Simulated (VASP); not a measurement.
# Nb: intraband terms of a metal's spectrum

Nb, Fm-3m (no. 225), 1 atom in the cell. PBE, independent-particle dielectric function; PAW potentials Nb_sv (PBE set).

## Input

INCAR.step1:
```
SYSTEM = Nb
  EDIFF = 1E-7
  ENCUT = 340
  ISMEAR = 1
  KPAR = 4
  LASPH = .TRUE.
  LCHARG = .TRUE.
  LMAXMIX = 4
  LWAVE = .FALSE.
  PREC = Accurate
  SIGMA = 0.1
```

INCAR.step2:
```
SYSTEM = Nb
  CSHIFT = 0.1
  EDIFF = 1E-6
  ENCUT = 340
  ICHARG = 11
  ISMEAR = 0
  KPAR = 4
  LASPH = .TRUE.
  LCHARG = .FALSE.
  LMAXMIX = 4
  LWAVE = .TRUE.
  NBANDS = 20
  NEDOS = 3000
  OMEGAMAX = 30
  PREC = Accurate
  SIGMA = 0.3
```

INCAR.step3, as INCAR.step2 but for:
```
- LWAVE = .TRUE.
+ ALGO = None
+ ISTART = 1
+ LOPTICS = .TRUE.
+ LWAVE = .FALSE.
+ NELM = 1
```

INCAR.step4, as INCAR.step3 but for:
```
+ WPLASMAI = 0.03
```

INCAR.step5 to INCAR.step6 change the same tag again: WPLASMAI = 0.1, 0.3.

INCAR.step7, as INCAR.step6 but for:
```
- WPLASMAI = 0.3
+ RTIME = 5
```

INCAR.step8, as INCAR.step7 but for:
```
- RTIME = 5
+ RTIME = 1
```

INCAR.step9, as INCAR.step8 but for:
```
- RTIME = 1
+ LNABLA = .TRUE.
```

INCAR.step10, as INCAR.step9 but for:
```
- ISMEAR = 0
- LNABLA = .TRUE.
+ ISMEAR = -5
```

KPOINTS.step1:
```
k-points
0
Gamma
  11 11 11
```

KPOINTS.step2:
```
k-points
0
Gamma
  22 22 22
```

POSCAR:
```
Nb
1.0
    0.0000000000      2.1150000000      2.1150000000
    2.1150000000      0.0000000000      2.1150000000
    2.1150000000      2.1150000000      0.0000000000
Nb
1
Direct
    0.0000000000      0.0000000000      0.0000000000
```

Commands (each step's output is kept before the next begins):
```
cat potpaw_PBE.64/Nb_sv/POTCAR > POTCAR
cp INCAR.step1 INCAR
cp KPOINTS.step1 KPOINTS
mpirun -np 4 vasp_std > vasp.out
cp INCAR.step2 INCAR
cp KPOINTS.step2 KPOINTS
mpirun -np 4 vasp_std > vasp.out
cp INCAR.step3 INCAR
mpirun -np 4 vasp_std > vasp.out
cp INCAR.step4 INCAR
mpirun -np 4 vasp_std > vasp.out
cp INCAR.step5 INCAR
mpirun -np 4 vasp_std > vasp.out
cp INCAR.step6 INCAR
mpirun -np 4 vasp_std > vasp.out
cp INCAR.step7 INCAR
mpirun -np 4 vasp_std > vasp.out
cp INCAR.step8 INCAR
mpirun -np 4 vasp_std > vasp.out
cp INCAR.step9 INCAR
mpirun -np 4 vasp_std > vasp.out
cp INCAR.step10 INCAR
mpirun -np 4 vasp_std > vasp.out
```

## Result

- Bands: 20

One ground state, settings moved in the last step alone:

| Settings | Plasma frequency (eV) | Im ε at 0.5 eV | Im ε at 1 eV | Im ε at 2 eV | Im ε at 4 eV | Time (s) |
|---|---|---|---|---|---|---|
| interband part alone | 7.81 | 45.4 | 38.3 | 22.6 | 18.7 | 8 |
| Drude term, WPLASMAI 0.03 | 7.81 | 60.0 | 40.1 | 22.8 | 18.8 | 8 |
| Drude term, WPLASMAI 0.1 | 7.81 | 92.4 | 44.3 | 23.3 | 18.8 | 9 |
| Drude term, WPLASMAI 0.3 | 7.81 | 153.1 | 55.1 | 24.8 | 19.0 | 8 |
| relaxation time RTIME 5 fs | 7.81 | 105.6 | 46.2 | 23.6 | 18.9 | 9 |
| relaxation time RTIME 1 fs | 7.81 | 163.0 | 66.3 | 27.1 | 19.3 | 8 |
| transversal form (LNABLA) | 7.77 | 44.5 | 37.2 | 21.9 | 18.5 | 8 |
| tetrahedron method | – | – | – | – | – | no result |

VASP 6.6.1 took 75 s on 4 cores (Intel Xeon Platinum 8259CL @ 2.50GHz (Skylake/Cascade Lake)), a shared host.
